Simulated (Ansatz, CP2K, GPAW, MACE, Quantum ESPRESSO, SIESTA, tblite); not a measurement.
**GPAW on generalised stacking fault on (110) of a LiCl-LiBr solid solution (56 atoms): settings against a plane-wave reference**

Aim: run generalised stacking fault on (110) of a LiCl-LiBr solid solution (56 atoms) in GPAW and see how near its forces come to a plane-wave reference, and at what cost.

Calculated with GPAW 26.7.0; the method is named at each step.

## 1. The starting structure

The cell holds 56 atoms: 28 Li, 10 Br and 18 Cl. Its edges and angles: a = 7.448 Å, b = 5.266 Å, c = 26.357 Å, α = 90.0°, β = 85.3°, γ = 90.0°. Rock-salt LiCl lattice (a = 5.2663 Å, the value set for the mixture), cell with z along [110], 2 x 1 x 7 periods; the third cell vector is tilted by 0.583 of 1/2[1-10] and lengthened by 0.2 Å, so the cell holds one fault; displaced by a Gaussian of 0.01 Å; 10 of 28 Cl sites given to Br at random (lattice constant by Vegard's rule between LiCl and LiBr). Then every atom was moved at random, 0.02 Å r.m.s. a Cartesian component. The structure's axis is c.

The yardstick, on the same geometry:

| Property | Result |
| --- | --- |
| method | Kohn-Sham DFT, PBE, PAW, plane waves (Ansatz 0.2.0); cutoff 420 eV, Γ point, fermi-dirac smearing of 0.05 eV; PAW set soft_2 |
| r.m.s. force component | 0.5131 eV/Å |
| longest force | 3.113 eV/Å |
| pressure | 0.7208 GPa |
| gap (highest filled to lowest empty level) | 5.255 eV |
| SCF cycles | 7 |
| time | 6.9 s on 4 threads of Arm Neoverse V1, shared host |
| CPU time | 24 s |

## 2. PBE, LCAO dzp, h 0.2 Å

Method: Kohn-Sham DFT, PBE, PAW, atomic orbitals (dzp).

run.py reads:

```python
import numpy as np
from ase.io import read
from gpaw import GPAW, FermiDirac

atoms = read("structure.xyz")
atoms.calc = GPAW(
    mode="lcao",
    basis="dzp",
    h=0.2,
    xc="PBE",
    kpts={"size": (1, 1, 1), "gamma": True},
    occupations=FermiDirac(0.05),
    maxiter=200,
    symmetry={"point_group": False},
    txt="gpaw.txt",
)
energy = atoms.get_potential_energy(force_consistent=True)
forces = atoms.get_forces()
print(f"energy {energy:.6f} eV")
print("forces (eV/A)")
for i, (a, f) in enumerate(zip(atoms, forces)):
    print(f"{i:4d} {a.symbol:2s} {f[0]:10.5f} {f[1]:10.5f} {f[2]:10.5f}")
print(f"Fermi level {atoms.calc.get_fermi_level():.4f} eV")
for k in range(len(atoms.calc.get_ibz_k_points())):
    for s in range(atoms.calc.get_number_of_spins()):
        e = atoms.calc.get_eigenvalues(kpt=k, spin=s)
        n = np.searchsorted(e, atoms.calc.get_fermi_level())
        print(f"k {k} spin {s} levels about the Fermi level:", np.round(e[max(n - 6, 0):n], 4).tolist(), "|", np.round(e[n:n + 6], 4).tolist())
```

structure.xyz reads:

```xyz
56
Lattice="7.44767 0.00000 0.00000 0.00000 5.26630 0.00000 2.17226 0.00000 26.26686" Properties=species:S:1:pos:R:3 pbc="T T T"
Li 7.51284 0.02196 26.08142
Br 5.57069 0.00463 1.87572
Li 7.42713 5.25714 3.74119
Cl 5.61168 0.00627 5.58460
Li 7.46481 0.00016 7.43615
Cl 5.54113 5.25040 9.33340
Li 7.43204 0.01169 11.16263
Cl 5.59371 0.00463 13.04281
Li 7.48261 0.00053 14.86310
Cl 5.61696 0.01501 16.72175
Li 7.47312 0.00342 18.60639
Cl 5.59967 5.26630 20.48421
Li 7.48315 0.03486 22.32631
Cl 5.58641 5.24381 24.16840
Li 3.75450 0.02512 26.09823
Br 1.84967 0.04750 1.84131
Li 3.71696 5.25735 3.71098
Cl 1.83162 5.26114 5.54677
Li 3.72638 0.02422 7.44876
Br 1.85869 5.24955 9.28639
Li 3.70747 5.24697 11.17445
Cl 1.84953 0.01843 13.04990
Li 3.68888 0.00116 14.91406
Cl 1.87256 5.25603 16.74512
Li 3.72765 5.24666 18.60954
Cl 1.83807 0.01443 20.46530
Li 3.69196 0.02602 22.30529
Cl 9.31024 5.25972 24.18180
Li 1.87453 2.69024 1.87624
Cl 7.48118 2.61330 3.70310
Li 1.87356 2.63257 5.58565
Cl 7.43176 2.62941 7.41566
Li 1.87121 2.55932 9.31081
Br 7.41929 2.61940 11.18495
Li 1.86246 2.62467 13.04045
Cl 7.43192 2.61256 14.85627
Li 1.89571 2.62952 16.75931
Cl 7.43208 2.63884 18.61086
Li 1.85774 2.62146 20.45453
Cl 7.51136 2.63341 22.33602
Li 9.29678 2.61372 24.15868
Cl 7.44835 2.68092 26.04280
Li 5.60560 2.63973 1.88176
Br 3.74206 2.64563 3.70914
Li 5.57912 2.61546 5.57803
Br 3.69678 2.62831 7.41330
Li 5.59927 2.61667 9.32946
Br 3.70705 2.66059 11.18206
Li 5.56347 2.61193 13.05174
Cl 3.69761 2.63594 14.91511
Li 5.60661 2.63362 16.72805
Br 3.73291 2.60908 18.58853
Li 5.56624 2.61351 20.48973
Br 3.71467 2.63004 22.30792
Li 5.57185 2.59971 24.16971
Br 3.70065 2.65406 26.07117
```

The run is started by

```bash
OMP_NUM_THREADS=1 python run.py > output.txt
```

What it wrote:

```text
energy -190.741798 eV
forces (eV/A)
   0 Li   -0.35450    0.00521   -2.97815
   1 Br    0.38371    0.02353    2.73843
   2 Li    0.06393    0.01021    0.10698
   3 Cl   -0.06722   -0.03563    0.07603
   4 Li   -0.20484    0.00018   -0.20613
   5 Cl    0.09816    0.05756   -0.03502
   6 Li   -0.17346   -0.04915    0.17471
   7 Cl   -0.06938   -0.02788   -0.07452
   8 Li   -0.08779    0.00051    0.02977
   9 Cl   -0.04302   -0.02930    0.04511
  10 Li   -0.07944    0.00214    0.00006
  11 Cl   -0.08004   -0.00796   -0.02653
  12 Li   -0.03922   -0.02743    0.05724
  13 Cl    0.03844    0.07139    0.13407
  14 Li   -0.43560   -0.05158   -3.56918
  15 Br    0.49909   -0.04748    3.49032
  16 Li   -0.02455    0.04939    0.17235
  17 Cl    0.06742   -0.00031    0.06496
  18 Li    0.15216   -0.06559   -0.20746
  19 Br   -0.05404   -0.07199    0.04966
  20 Li    0.17587    0.10063    0.17579
  21 Cl    0.03851   -0.03833   -0.05380
  22 Li    0.07638    0.00374   -0.00042
  23 Cl    0.03413   -0.02480    0.04804
[...]
48 Li    0.02466    0.00887    0.29737
  49 Cl   -0.01509    0.00731   -0.03301
  50 Li    0.16049   -0.00083   -0.13154
  51 Br   -0.00149    0.05377    0.02943
  52 Li    0.38479    0.01163   -0.02913
  53 Br    0.04933    0.04984    0.01658
  54 Li    0.31913    0.02855    0.15657
  55 Br   -0.41058   -0.01656   -2.58362
Fermi level 3.6652 eV
k 0 spin 0 levels about the Fermi level: [0.7415, 0.7451, 0.8421, 0.9623, 1.1243, 1.3195] | [6.4868, 6.9237, 6.9704, 7.8555, 7.8757, 7.9203]
```

gpaw.txt:

```text
Input parameters:
  mode=LCAO(),
  basis={'default': 'dzp'},
  h=0.2,
  kpts=MonkhorstPack(size=(1, 1, 1), gamma=True),
  maxiter=200,
  occupations=Occupations(name='fermi-dirac', width=0.05, fixmagmom=False),
  symmetry=Symmetry(point_group=False),
  xc=XC(name='PBE')
Unit cell  # Å
| periodic |        x |        y |         z |   lengths |    angles |
|----------|----------|----------|-----------|-----------|-----------|
|      yes | 7.447670 | 0.000000 |  0.000000 |  7.447670 | 90.000000 |
|      yes | 0.000000 | 5.266300 |  0.000000 |  5.266300 | 85.272417 |
|      yes | 2.172260 | 0.000000 | 26.266860 | 26.356530 | 90.000000 |
Number of symmetries: 1
Symmetry operations  # r_c * U_cc + t_c -> r_c
|   | kind |            matrix            |
|---|------|------------------------------|
| 0 |  E   |  1, 0, 0,  0, 1, 0,  0, 0, 1 |
BZ-sampling:
  Number of BZ points: 1
  Number of IBZ points: 1
  Monkhorst-Pack size: [1, 1, 1]
  Monkhorst-Pack shift: [0, 0, 0]
[... lines left out ...]
      Number of RI-basis functions 0
Reference energy: -940689.625382  # eV
eigensolver:
density mixing:
  MSR1-Mixer
occupation numbers:
  Fermi-Dirac:
    width: 0.0500  # eV
FastPoissonSolver using
    Stencil: 8*3+1=25 point O(h^6) finite-difference Laplacian
xc functional:
  name: PBE with 2 nearest neighbor stencil
interpolation: tri-quintic # 5. degree polynomial
Initialization done in: 6.646 s
convergence criteria:
- Maximum [total energy] change in last 3 cyles: 0.0005 eV / valence electron
- Maximum integral of absolute [dens]ity change: 0.0001 electrons / valence electron
- Maximum integral of absolute [eigenst]ate change: 4e-08 eV^2 / valence electron
maximum number of iterations: 200
SCF iterations
|iter     |      energy | eigst |  dens |
|---------|-------------|-------|-------|
|iter:   1| -190.451112 |      c|       |
|iter:   2| -190.413406 |      c| -1.36 |
|iter:   3| -190.674166 |      c| -1.39 |
|iter:   4| -190.740687 |      c| -1.94 |
|iter:   5| -190.741881c|      c| -2.73 |
|iter:   6| -190.741817c|      c| -3.53 |
|iter:   7| -190.741799c|      c| -3.91 |
|iter:   8| -190.741798c|      c| -4.58c|
Converged in 8 steps
SCF loop duration: 48.616 s (6.077 s/step)
Energy contributions relative to reference atoms: (reference = -940689.625382)
Energy contributions:
  Kinetic:         359.693839
  Coulomb:        -351.202149
  Zero:              1.949126
  External:          0.000000
  Xc:             -201.182615
  Entropy:          -0.000000
  Spinorbit:         0.000000
  ----------------------------
  Free energy:    -190.741798
  Extrapolated:   -190.741798
dipole moment: (26.774039, -57.735690, 170.585795)  # |e|*Ang
Fermi level: 3.665
Eigenvalues  # (at kpt = [0.000, 0.000, 0.000])
| band index |      eig [eV] | occ [0-2] |
|------------|---------------|-----------|
|          0 |       -12.705 |     2.000 |
|        ... |               |           |
|        104 |         0.685 |     2.000 |
|        105 |         0.721 |     2.000 |
[...]
|        119 |         8.031 |     0.000 |
|        ... |               |           |
|        138 |         9.433 |     0.000 |
Gap: 5.167 eV
Transition (v -> c):
  (s=0, k=0, n=111, [0.00, 0.00, 0.00]) -> (s=0, k=0, n=112, [0.00, 0.00, 0.00])
No difference between direct/indirect transitions
Force computation time: 13.992  # s
timing:  # [seconds]
  Total:  69.289  # ━━━━━━━━━━━━━━━━━━━━━━━━━━━━━━━━━━━━━━━━━━━━━━━━━━━━━━━━━
  Init:    6.646  # ━━━━━╸
  SCF:    48.616  # ━━━━━━━━━━━━━━━━━━━━━━━━━━━━━━━━━━━━━━━━
  Forces: 13.992  # ━━━━━━━━━━━╸
```

Run time: 71 s. Hardware: 1 thread of Arm Neoverse V1, shared host; peak memory 1 GiB.

Banners, paths, timers and routine set-up lines are dropped from the logs unmarked, and long logs keep their key lines alone; longer cuts are marked.

Compared with the plane-wave run:

| Quantity | Value |
| --- | --- |
| r.m.s. force component | 0.5974 eV/Å |
| r.m.s. difference of force components | 85.93 meV/Å |
| longest difference of force vectors | 483.5 meV/Å |
| force difference over r.m.s. force | 16.75 % |
| slope of forces against the reference's | 1.164 |
| correlation of force components | 0.9995 |
| gap (highest filled to lowest empty level) | 5.167 eV |
| gap difference | -0.088 eV |

Length of the force difference by element (eV/Å):

```csv
element,atoms,mean,most
Br,10,0.14,0.48
Cl,18,0.047,0.25
Li,28,0.087,0.48
```

Levels nearest the highest filled one (eV from it): -0.58, -0.57, -0.48, -0.36, -0.20, 0.00, 5.17, 5.60, 5.65, 6.54, 6.56, 6.60.

The surroundings of Li15, which bears the longest force, nearest first, numbered as they follow in the input and with coordinates relative to it.

```csv
atom,x,y,z,distance (Å),bonds,Fx,Fy,Fz (eV/Å)
Li15,0.00,0.00,0.00,0.00,5,-0.44,-0.05,-3.57
Br16,0.27,0.02,2.01,2.03,5,0.50,-0.05,3.49
Br56,-0.05,2.63,-0.03,2.63,5,-0.41,-0.02,-2.58
Br56,-0.05,-2.64,-0.03,2.64,5,-0.41,-0.02,-2.58
Cl14,1.83,-0.05,-1.93,2.66,6,0.04,0.07,0.13
Cl28,-1.89,-0.03,-1.92,2.69,6,0.03,0.06,0.06
Li29,0.29,-2.60,2.04,3.32,5,0.21,0.01,2.43
Li29,0.29,2.67,2.04,3.37,5,0.21,0.01,2.43
Li1,-3.69,0.00,-0.02,3.69,5,-0.35,0.01,-2.98
```

Atoms are counted from 1 here, from 0 in the log.

Forces lie 17 % from the reference's, at 2.9 times its CPU time (on 1 against 4 cores).

## 3. revPBE, LCAO dzp, h 0.2 Å

Method: Kohn-Sham DFT, revPBE, PAW, atomic orbitals (dzp).

Changes to run.py since step 2:

```diff
@@ -9,3 +9,3 @@
     h=0.2,
-    xc="PBE",
+    xc="revPBE",
     kpts={"size": (1, 1, 1), "gamma": True},
```

structure.xyz is that of step 2.

What it wrote:

```text
energy -179.717764 eV
forces (eV/A)
   0 Li   -0.36761    0.00718   -3.06433
   1 Br    0.39992    0.02494    2.81262
   2 Li    0.06455    0.00938    0.11068
   3 Cl   -0.07090   -0.03879    0.07757
   4 Li   -0.20992   -0.00123   -0.20803
   5 Cl    0.10326    0.05956   -0.04149
[...]
53 Br    0.05075    0.05395    0.01930
  54 Li    0.32466    0.03096    0.15698
  55 Br   -0.42898   -0.01775   -2.65902
Fermi level 3.7584 eV
k 0 spin 0 levels about the Fermi level: [0.8297, 0.8332, 0.9258, 1.0448, 1.2094, 1.3976] | [6.7669, 7.1951, 7.2539, 8.0868, 8.1485, 8.1642]
```

gpaw.txt:

```text
Input parameters:
  mode=LCAO(),
  basis={'default': 'dzp'},
  h=0.2,
  kpts=MonkhorstPack(size=(1, 1, 1), gamma=True),
  maxiter=200,
  occupations=Occupations(name='fermi-dirac', width=0.05, fixmagmom=False),
[... lines left out ...]
  Fermi-Dirac:
[... lines left out ...]
convergence criteria:
- Maximum [total energy] change in last 3 cyles: 0.0005 eV / valence electron
[... lines left out ...]
Converged in 8 steps
[... lines left out ...]
  Free energy:    -179.717764
[... lines left out ...]
Fermi level: 3.758
[... lines left out ...]
|        ... |               |           |
|        138 |         9.680 |     0.000 |
Gap: 5.369 eV
Transition (v -> c):
  (s=0, k=0, n=111, [0.00, 0.00, 0.00]) -> (s=0, k=0, n=112, [0.00, 0.00, 0.00])
No difference between direct/indirect transitions
Force computation time: 14.095  # s
timing:  # [seconds]
  Total:  69.838  # ━━━━━━━━━━━━━━━━━━━━━━━━━━━━━━━━━━━━━━━━━━━━━━━━━━━━━━━━━
  Init:    6.900  # ━━━━━╸
  SCF:    48.809  # ━━━━━━━━━━━━━━━━━━━━━━━━━━━━━━━━━━━━━━━━
  Forces: 14.095  # ━━━━━━━━━━━╸
```

Run time: 71 s. Hardware: 1 thread; peak memory 1 GiB.

Compared with the plane-wave run:

- r.m.s. force component: 0.6144 eV/Å
- r.m.s. difference of force components: 102.8 meV/Å
- longest difference of force vectors: 580.8 meV/Å
- force difference over r.m.s. force: 20.04 %
- slope of forces against the reference's: 1.197
- correlation of force components: 0.9995
- gap (highest filled to lowest empty level): 5.369 eV
- gap difference: 0.114 eV

Against the first run (17 %), the force difference from the reference is 20 %, at 1.0 times the CPU time; the model has changed, so this is no error of the program alone.

## 4. PBE, LCAO dzp, h 0.2 Å, other mixer settings

Method: Kohn-Sham DFT, PBE, PAW, atomic orbitals (dzp).

Changes to run.py since step 3:

```diff
@@ -2,3 +2,3 @@
 from ase.io import read
-from gpaw import GPAW, FermiDirac
+from gpaw import GPAW, FermiDirac, Mixer
 
@@ -9,5 +9,6 @@
     h=0.2,
-    xc="revPBE",
+    xc="PBE",
     kpts={"size": (1, 1, 1), "gamma": True},
     occupations=FermiDirac(0.05),
+    mixer=Mixer(0.03, 7, 100),
     maxiter=200,
```

structure.xyz is that of step 3.

What it wrote:

```text
energy -190.741799 eV
forces (eV/A)
   0 Li   -0.35444    0.00518   -2.97802
   1 Br    0.38740    0.02299    2.73972
   2 Li    0.06387    0.01021    0.10684
   3 Cl   -0.06734   -0.03614    0.07939
   4 Li   -0.20484    0.00018   -0.20615
   5 Cl    0.09870    0.05837   -0.03397
[...]
53 Br    0.04841    0.05019    0.01407
  54 Li    0.31919    0.02856    0.15674
  55 Br   -0.41445   -0.01669   -2.58755
Fermi level 3.6652 eV
k 0 spin 0 levels about the Fermi level: [0.7416, 0.7452, 0.8425, 0.9621, 1.124, 1.319] | [6.4869, 6.924, 6.9703, 7.8556, 7.8758, 7.9202]
```

gpaw.txt:

```text
Input parameters:
  mode=LCAO(),
  basis={'default': 'dzp'},
  h=0.2,
  kpts=MonkhorstPack(size=(1, 1, 1), gamma=True),
  maxiter=200,
[... lines left out ...]
  occupations=Occupations(name='fermi-dirac', width=0.05, fixmagmom=False),
[... lines left out ...]
  Fermi-Dirac:
[... lines left out ...]
convergence criteria:
- Maximum [total energy] change in last 3 cyles: 0.0005 eV / valence electron
[... lines left out ...]
Converged in 11 steps
[... lines left out ...]
  Free energy:    -190.741799
[... lines left out ...]
Fermi level: 3.665
[... lines left out ...]
|        ... |               |           |
|        138 |         9.433 |     0.000 |
Gap: 5.168 eV
Transition (v -> c):
  (s=0, k=0, n=111, [0.00, 0.00, 0.00]) -> (s=0, k=0, n=112, [0.00, 0.00, 0.00])
No difference between direct/indirect transitions
Force computation time: 14.027  # s
timing:  # [seconds]
  Total:  88.723  # ━━━━━━━━━━━━━━━━━━━━━━━━━━━━━━━━━━━━━━━━━━━━━━━━━━━━━━━━━
  Init:    6.742  # ━━━━╸
  SCF:    67.915  # ━━━━━━━━━━━━━━━━━━━━━━━━━━━━━━━━━━━━━━━━━━━╸
  Forces: 14.027  # ━━━━━━━━━
```

Elapsed: 90 s, on 1 thread; peak memory 0.95 GiB.

Against the reference:

```
r.m.s. force component                           : 0.5978 eV/Å
r.m.s. difference of force components            : 86.32 meV/Å
longest difference of force vectors              : 483.4 meV/Å
force difference over r.m.s. force               : 16.82 %
slope of forces against the reference's          : 1.165
correlation of force components                  : 0.9995
gap (highest filled to lowest empty level) : 5.168 eV
gap difference                                   : -0.0874 eV
energy less the same-level run's                 : 0 meV/atom
r.m.s. force difference from the same-level run  : 1.513 meV/Å
```

Against the first run (17 %), the force difference from the reference is 17 %, at 1.3 times the CPU time: another solver or mixer reaches the same state.

## 5. The ladder

Differences are against the plane-wave reference, forces as r.m.s. over components; share is that over the reference's r.m.s. force, slope the least-squares factor from reference forces to these. Total energies of different programs have different zeros and aren't compared.

```csv
run,"Δ force, r.m.s. (meV/Å)",share (%),slope,Δ gap (eV),cores,CPU time,memory (GiB)
reference,-,-,-,-,4,24 s,0.95
"GPAW PBE, LCAO dzp, h 0.2 Å",85.9,16.7,1.164,-0.088,1,71 s,1.0
"GPAW revPBE, LCAO dzp, h 0.2 Å",103,20.0,1.197,0.114,1,71 s,1.0
"GPAW PBE, LCAO dzp, h 0.2 Å, other mixer settings",86.3,16.8,1.165,-0.0874,1,90 s,0.95
```

CPU time is summed over cores on a shared host, where runs went side by side, so it is rough. Symmetry, cutoffs, thresholds, outputs and thread counts weren't matched or tuned between programs; memory under MPI is the largest rank's times the ranks.

Within one program, basis, potentials and functional, energies share a zero. Each run against its twin at the usual cutoff or grid and solver:

```csv
run,twin,Δ energy (meV/atom),"Δ force, r.m.s. (meV/Å)",CPU time over the twin's
"GPAW PBE, LCAO dzp, h 0.2 Å, other mixer settings","LCAO dzp, h 0.2 Å",0,1.51,1.3
```

## 6. Outcome

- nearest in forces: a tie at 17 % of 2 runs: GPAW PBE, LCAO dzp, h 0.2 Å; GPAW PBE, LCAO dzp, h 0.2 Å, other mixer settings

What this shows: The PBE runs in local orbitals differ by 17 % in each run; basis, grid and potentials can all enter. Rows with another functional or a dispersion term differ by 20 % (GPAW revPBE, LCAO dzp, h 0.2 Å), which mixes the change of model with differences of basis and potentials. None of the electronic-structure runs in the table takes under half the reference's CPU time of 24 s; they take 2.9 to 3.7 times as much. GPAW PBE, LCAO dzp, h 0.2 Å, other mixer settings stiffens the forces by a factor of 1.16 while following their directions (correlation 1.000); the slopes of the 3 GPAW runs lie between 1.16 and 1.20. At the same functional, the gap of these runs lies 0.09 eV below the reference's 5.26 eV. These are spacings on the run's k-points, which needn't hold the band edges. The potentials hold different valence shells: 280 electrons in the reference, 224 in GPAW; this bears on time and differences. The cell is under 6 Å thick along one periodic direction, so every atom has periodic images of itself close by, which move with it and show among its neighbours and in g(r). The reference's stress is far from hydrostatic: its diagonal is 3.2, -2.8, 1.7 GPa, compression counted positive. The host structure and its lattice constant were typed by rule, without a check against the phase diagram. The electronic-structure runs sample only Γ, in a cell whose shortest periodic width is 5 Å.

[Also dropped from logs without a mark: logging warnings of Python, and SIESTA's first energy breakdown and zero terms.]

[Logs are printed without paths, hosts, clocks, repeated set-up lines and the standing remarks that a program may print on its own settings, such as how far it seeks lower states.]

[Hosts, paths, dates, database ids (printed as entryN), source tags and the programs' standing remarks are cut or masked in the printed files.]
